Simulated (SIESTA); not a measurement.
Runs of SIESTA 5.4.2 on TiB2. Symmetry: P6/mmm, No. 191, hexagonal system. The conventional cell has a = 3.029 Å, b = 3.029 Å, c = 3.228 Å, α = 90.00°, β = 90.00°, γ = 120.00°. Ti (site symmetry 6/mmm) is surrounded by 12 B at 2.38 Å. Around B (site symmetry -6m2) lie 3 B at 1.75 Å. 

```csv
task,level,potentials or basis,cell,k mesh,optimiser,force tolerance,stress tolerance (GPa),grid cutoff,gap on the mesh (eV),pressure (GPa)
single point,vdW-DF,"PseudoDojo 0.4 standard (PBE files), DZP (energy shift 0.003 Ry; two zetas on semicore shells)",as given,10 × 10 × 8,-,-,-,800 Ry,none,9.0
single point,vdW-DF-C09,"PseudoDojo 0.4 standard (PBE files), DZP (energy shift 0.003 Ry; two zetas on semicore shells)",as given,10 × 10 × 8,-,-,-,800 Ry,none,-0.9
relaxation of cell and atoms,PBEsol,"PseudoDojo 0.4 standard (PBEsol files), DZP (energy shift 0.003 Ry; two zetas on semicore shells)",relaxed,8 × 8 × 6,Broyden,0.01 eV/Å,0.05,1200 Ry,none,0.0
single point,vdW-DF-cx,"PseudoDojo 0.4 standard (PBE files), DZP (energy shift 0.003 Ry; two zetas on semicore shells)",as given,10 × 10 × 8,-,-,-,800 Ry,none,-0.4
single point,optB88-vdW,"PseudoDojo 0.4 standard (PBE files), DZP (energy shift 0.003 Ry; two zetas on semicore shells)",as given,10 × 10 × 8,-,-,-,800 Ry,none,(b)
single point,VV10,"PseudoDojo 0.4 standard (PBE files), DZP (energy shift 0.003 Ry; two zetas on semicore shells)",as given,10 × 10 × 8,-,-,-,800 Ry,none,(a)
single point,vdW-DF2,"PseudoDojo 0.4 standard (PBE files), DZP (energy shift 0.003 Ry; two zetas on semicore shells)",as given,10 × 10 × 8,-,-,-,800 Ry,none,12.6
```

Alike in all rows: no spin polarisation; smearing fermi-dirac 0.05 eV; energy shift 0.003 Ry.

Estimate the missing entries.

(a) 4.9; (b) 4.2.

Caveats: the basis of atomic orbitals isn't converged, which shifts pressures, moduli and gaps; the potentials were made for another functional, which shifts forces and pressure (some runs); the non-local part is tabulated coarsely and may be off by about a percent (some runs).

A gap of «none» marks a metal or a gap under the smearing width.

Runs at the PBE level aren't shown here.
